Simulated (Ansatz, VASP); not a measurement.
Mg in VASP and in Ansatz

```
Mg
1.0
    -1.81402    1.78470    1.72396
     1.81211   -1.84690    1.78425
     1.75061    1.78349   -1.78616
Mg
1
Cartesian
  0.1426 0.0080 0.1129
```

Change from the starting cell: cell strained at random at fixed volume.

Alike in both runs: task single point; functional PBEsol; dispersion D4; k mesh 11 × 11 × 11; occupations tetrahedron; no spin polarisation.

|  | VASP | Ansatz |
| --- | --- | --- |
| version | VASP 6.6.1 | Ansatz 0.2.0 |
| potentials or method | VASP PAW PBE potentials, release 64 (Mg), cutoff 520 eV | all-electron LAPW, scalar-relativistic |

Ansatz gave:

```
gap on the k mesh at the Fermi level (eV)       : none
pressure (GPa)                                  : -0.6
largest component of the traceless stress (GPa) : 1.03
dispersion energy (meV/atom)                    : -96.7
```

Which values does VASP return?

gap on the k mesh at the Fermi level (eV): none; pressure (GPa): -0.6; largest component of the traceless stress (GPa): 0.91; dispersion energy (meV/atom): -96.6.

A gap of «none» marks a metal or a gap that the smearing closes. Ansatz ran all-electron here, so the differences hold the error of VASP's frozen core and of both bases.

Caveats: pairwise dispersion overbinds metals, which lowers pressure and volume; the PAW data sets were made with another functional, which shifts forces and pressure a little (VASP); tetrahedron occupations give inexact forces and stress in metals (VASP); with tetrahedron occupations forces and stress needn't match the slope of the energy (Ansatz).
